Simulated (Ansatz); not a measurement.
# NbC: the cost of one run

Method: DFT r²SCAN, frozen-core PAW and all-electron LAPW, scalar-relativistic unless said, in Ansatz 0.2.0.

1 further run of the same task is left out (it didn't finish).

## (1) The structure to begin with

It takes space group Fm-3m (No. 225, cubic). Conventional cell: a = 4.469 Å, b = 4.469 Å, c = 4.469 Å, α = 90.00°, β = 90.00°, γ = 90.00°. Around Nb (site symmetry m-3m) lie 6 C at 2.23 Å. C (site symmetry m-3m) is surrounded by 6 Nb at 2.23 Å.

Structure file:

```xyz
2
Lattice="0.0000 2.2346 2.2346 2.2346 0.0000 2.2346 2.2346 2.2346 0.0000" Properties=species:S:1:pos:R:3 pbc="T T T"
Nb    0.0000    0.0000    0.0000
C     2.2346    2.2346    2.2346
```

Cartesian axes are those of the input's lattice vectors. The structure goes back to a database entry.

## (2) Cell and atoms relaxed, PAW

Contents of input.yaml:

```yaml
crystal:
  lattice:
    - [0.0, 2.23455, 2.23455]
    - [2.23455, 0.0, 2.23455]
    - [2.23455, 2.23455, 0.0]
  atoms:
    - { symbol: Nb, position: [0.0, 0.0, 0.0] }
    - { symbol: C, position: [0.5, 0.5, 0.5] }
kpoints:
  mp_grid: { grid: [14, 14, 14] }
scf:
  occupations: { method: fermi_dirac, width: 0.1 }
hamiltonian:
  xc: r2scan
  pseudopotentials: { kind: paw }
relax:
  f_tol: 0.002
  max_steps: 80
  cell: {}
output:
  forces: true
  stress: true
```

Launch:

```console
ansatz run input.yaml --threads 1 --pin off --max-ram 3072MiB --backend cpu --events-out ev --progress --plain --runs-dir out
```

Q: Estimate wall time and peak memory on 1 thread of Arm Neoverse V2, shared host.

About 12 s, with a peak of 0.39 GiB.
